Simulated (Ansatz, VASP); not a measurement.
# Se in VASP and in Ansatz

```
Se
1.0
     3.99544    0.00000    0.00000
    -1.99772    3.46016    0.00000
     0.00000    0.00000    5.45778
Se
3
Cartesian
  0.9883 0.0000 1.8193
  -0.4941 0.8559 3.6385
  1.5036 2.6043 0.0000
```

Alike in both runs: task single point; functional PBE; dispersion D3(BJ); k mesh 12 × 12 × 8; occupations gaussian, width 0.05 eV; no spin polarisation.

|  | VASP | Ansatz |
| --- | --- | --- |
| version | VASP 6.6.1 | Ansatz 0.2.0 |
| potentials or method | VASP PAW PBE potentials, release 64 (Se) | scalar-relativistic, plane waves, PAW |
| plane-wave cutoff (eV) | 520 | 420 |
| valence electrons in the cell | 18 | 48 |

Ansatz gave:

| Property | Result |
| --- | --- |
| gap on the k mesh at the Fermi level (eV) | none |
| pressure (GPa) | -3.2 |
| largest component of the traceless stress (GPa) | 3.14 |
| rms of the force components (eV/Å) | 0.125 |

What did VASP give for the same quantities?

gap on the k mesh at the Fermi level (eV): none; pressure (GPa): -3.2; largest component of the traceless stress (GPa): 3.10; rms of the force components (eV/Å): 0.117.

Atom by atom the forces differ by 0.007 eV/Å (rms over components). A gap of «none» marks a metal or a gap that the smearing closes. The two sets of potentials don't hold the same shells in valence.

Caveats: pairwise dispersion overbinds metals, which lowers pressure and volume.
